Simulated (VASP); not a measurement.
# N: single point with PBE+D3(BJ)

The system is N.

```
CELL_PARAMETERS angstrom
0.00000 1.55381 1.55381
1.55381 0.00000 1.55381
1.55381 1.55381 0.00000
ATOMIC_POSITIONS crystal
N 0.00000 0.00000 0.00000
```

The real solid is made of molecules; this cell is a model form.

```yaml
Program: VASP 6.6.1
Task: single point
Functional: PBE
Dispersion: D3(BJ)
Potentials_or_basis: VASP PAW PBE potentials, release 64 (N)
Cutoff: 520 eV
k_mesh: 10 × 10 × 10
Occupations: gaussian, width 0.1 eV
Spin: no spin polarisation
Dipole_correction: no
Further_INCAR_settings: ALGO = Fast; EDIFF = 1e-06; NBANDS = 8
```

| Item | Value |
| --- | --- |
| Pressure | -0.8 GPa |
| Band gap on the k mesh | none (metal or under the smearing width) |
| Dispersion energy per atom | -0.186 eV |

Levels at points of the mesh, in eV from the Fermi level:
| k point | band 1 | band 2 | band 3 | band 4 | band 5 |
| --- | --- | --- | --- | --- | --- |
| (0.00, 0.00, 0.00) | -20.24 | 3.98 | 3.98 | 3.98 | 23.51 |
| (0.50, 0.00, 0.00) | -13.44 | -8.26 | 2.80 | 2.80 | 22.22 |
| (0.50, 0.50, 0.00) | -10.90 | -6.80 | 0.06 | 0.06 | 15.06 |

Run time: 1.8 s on 1 thread of Intel(R) Xeon(R) Platinum 8259CL CPU @ 2.50GHz (Skylake/Cascade Lake), on a shared host, peak memory 0.12 GiB.

Caveat: pairwise dispersion overbinds metals, which lowers pressure and volume.
